Elemental crystals, calculated with FLEUR MaX-R8.1 (later development tree): all-electron LAPW DFT, MJW functional (LDA), no spin polarisation, spin-orbit coupling or dispersion term, Fermi-Dirac smearing of 0.05 eV. The fits use energies at five scaled volumes of the given cell, with shape and fractional coordinates fixed; distances are those of the given cell.

```
       system  space group  shortest distance (Å)    k-mesh  equilibrium volume (Å³/atom)  bulk modulus (GPa)  bulk modulus slope
   Sn (Fd-3m)        Fd-3m                   2.80     7x7x7                         33.96                44.6               5.430
   Ge (Fd-3m)        Fd-3m                   2.45     8x8x8                         22.26                69.9               4.100
     P (Cmce)         Cmce                   2.21     8x8x6                         19.96                79.7               4.360
   Al (Fm-3m)        Fm-3m                   2.86  11x11x11                         15.86                84.8               4.580
   Si (Fd-3m)        Fd-3m                   2.36     8x8x8                         19.73                96.2               4.310
   Cu (Fm-3m)        Fm-3m                   2.56  13x13x13                         10.90               204.5               5.840
Ru (P6_3/mmc)     P6_3/mmc                   2.65   11x11x6                         13.13               365.7               4.810
    C (Fd-3m)        Fd-3m                   1.54  13x13x13                          5.53               465.1               3.600
 C (P6_3/mmc)     P6_3/mmc                   1.54   12x12x7                          5.54               465.5               3.680
```

Q: What does a bulk modulus tell me if I actually have to squeeze one of these crystals?

A: It is the pressure needed per fractional loss of volume, as long as the loss is small. To take 1 % off the volume of diamond you need about 4.7 GPa. For grey tin, which has the same crystal structure, about 0.45 GPa does it.

Q: Same structure, same four bonds per atom. Why is diamond ten times stiffer?

A: Think of tin as an enlarged diamond. Its atoms take up 6.1 times the volume, so each cubic ångström holds fewer bonds to resist the squeeze. If a tin bond were as strong as a carbon bond, this dilution alone would make tin about six times softer.

The bonds are also weaker. They are held together by electric attraction between electrons and atomic cores, and that attraction fades with distance. Tin's bonds are about 1.8 times as long, so a Coulomb energy is smaller by the same factor. The two effects multiply to about 11, and the calculation gives 10.4. The dilution can be read from the table, while the weakening by distance is an argument from electrostatics that fits the remainder.

Q: Can I turn that into an estimate for a single crystal?

A: Yes, if you assume that all diamond-structure crystals share one energy curve, apart from its scale. Let V be the equilibrium volume per atom, d the bond length at that volume, and x the actual volume divided by V. With e² = 14.4 eV Å setting the Coulomb scale, the energy per atom is

E = (e²/d) · f(x)

The bulk modulus B is the volume times the second derivative of the energy with respect to volume. This brings in a factor 1/V, and V grows as d³, so

B ≈ c · e²/d⁴

The argument leaves the pure number c open; I simply set it to one. For silicon this gives

d = (√3/2) · (19.73 Å³)^(1/3) = 2.34 Å

e²/d⁴ = 14.4 / 2.34⁴ = 0.48 eV/Å³, or about 77 GPa

The calculated modulus is 96 GPa, 25 % above the estimate. Silicon is the worst of the four diamond-structure elements and germanium the best, at 7 % above. Nothing in the argument requires c to be close to one, so the match in absolute size is partly luck. The real test is that nearly the same c serves all four crystals, although their moduli span a factor of ten. Four crystals don't settle the exact power of d, but they do support a steep fall of roughly this kind.

Q: Then germanium should be only slightly softer than silicon, because its bonds are hardly longer.

A: Here the rule reaches its limit. From silicon to germanium the volume grows by 13 %, for which the rule predicts a modulus 15 % lower. The calculated drop is 27 %, so size explains only about half of it.

The other half must come from a difference between the bonds that their length doesn't capture. Part of it may lie with silicon, which stands furthest above the estimate. On germanium's side, a possible reason is the filled 3d shell, which screens the nucleus poorly. The outer s electrons are then held more tightly and are less willing to share in four equal bonds. These runs don't test that explanation, and tin shows that it can't be as simple as having a filled d shell: tin has one too, yet it stands 20 % above the estimate, nearly as far as silicon. In practice, trust the rule for large differences in size within the diamond structure, but not for the gap between close neighbours.

Q: Ruthenium and aluminium have fairly similar volumes. Why is ruthenium so much stiffer?

A: If the rule for the diamond structure held for metals too, volume alone would make ruthenium 1.3 times as stiff as aluminium, but the calculation gives 4.3 times. What differs is the number of electrons available for bonding. Counting the d electrons, ruthenium has eight valence electrons per atom and aluminium three. Per unit volume that is 3.2 times as many, which covers most of the gap.

The count works only if the electrons really bind. Consider a d band being filled. When it is empty it binds nothing; when it is full, its antibonding states cancel most of what the bonding states gained. The strongest binding lies in between, and that is where ruthenium sits. This is the standard picture of transition metals, applied here without a separate test.

Copper shows the other end, with its d band practically full. Multiply modulus by volume and divide by the number of valence electrons, and you get a stiffness energy per electron. With eleven electrons counted, copper has 1.3 eV, the lowest of the nine crystals, against 2.8 eV for aluminium. Copper's modulus is only rough, because its energy minimum lies below the smallest volume calculated. Even so, it would have to more than double to bring copper level with aluminium.

Q: If small volume makes a crystal stiff, does squeezing silicon move it along the curve towards diamond?

A: It gets stiffer, but along a much steeper path. Take 1 % off the volume of silicon, and its modulus rises by about 4.4 %. Going from one diamond-structure element to another that is 1 % smaller, the rule gives a rise of only 1.3 %.

The first figure comes from the bulk modulus slope, written B′, which is the change of modulus with pressure. A small pressure step changes the volume by a fraction set by B, so that within one crystal

d ln B / d ln V = −B′

For silicon B′ is 4.3, whereas the rule across the elements has the power 4/3. Diamond's B′ is 3.6. If the two crystals shared exactly one energy curve, as the rule assumes, their slopes would be equal, so that assumption holds only roughly.

The reason is balance. Each element in the table is taken at its own resting volume, where attraction and repulsion cancel. A smaller element has smaller cores, so its balance point simply lies further in. Squeezed silicon keeps its large cores and is pushed off balance, into the region where repulsion climbs steeply. A compressed crystal is therefore no stand-in for a smaller element.

Q: Phosphorus comes out stiffer than germanium. Can I use that?

A: No, because of how the crystal was squeezed. This is black phosphorus, a stack of strongly bonded layers with soft gaps between them. Under real pressure the gaps close first and the bonds hardly notice. The calculation shrank all directions by the same fraction, so the strong bonds had to shorten as well.

The 80 GPa is therefore the stiffness with the cell shape and the relative atomic positions held fixed. If both were free to relax, the value should fall well below it. For the cubic crystals here the restriction costs nothing, because their symmetry already makes them shrink evenly. Before you use a calculated modulus for a layered material, check that both the cell shape and the atoms were allowed to relax, and that the method describes the weak attraction between the layers. The runs here include no dispersion term.

Q: Last one: which carbon is stiffer, the cubic or the hexagonal?

A: These numbers can't tell you. The two moduli differ by 0.1 %, while the scatter of the fitted energy curves alone makes each uncertain by 0.2 to 0.3 %. The hexagonal cell was also held at a fixed shape, which tends to make a crystal look slightly stiffer than it is. Near equality is also what the physics suggests: both forms have four bonds per atom, of practically the same length, in almost the same volume. They differ only in how the layers of atoms are stacked.

That uncertainty is itself rough. Each curve has five energies and four fitted constants, which leaves a single spare point to judge the fit. The slope suffers more than the modulus, because it depends on how lopsided the curve is. For tin it is uncertain by about 0.9, so its high value of 5.4 needs no explanation.

A smooth fit also can't reveal an error shared by all its points. The local-density approximation used here usually makes crystals slightly too small and metals too stiff, and the fit scatter doesn't include that. Nor do these runs test whether the k-mesh and the basis are fine enough. Read the sound rows to two figures at most, and copper only roughly. For design work, compare with a measured modulus first, because the functional's own error can change the second figure or more. The tenfold gap between diamond and tin is far larger than any of these doubts.
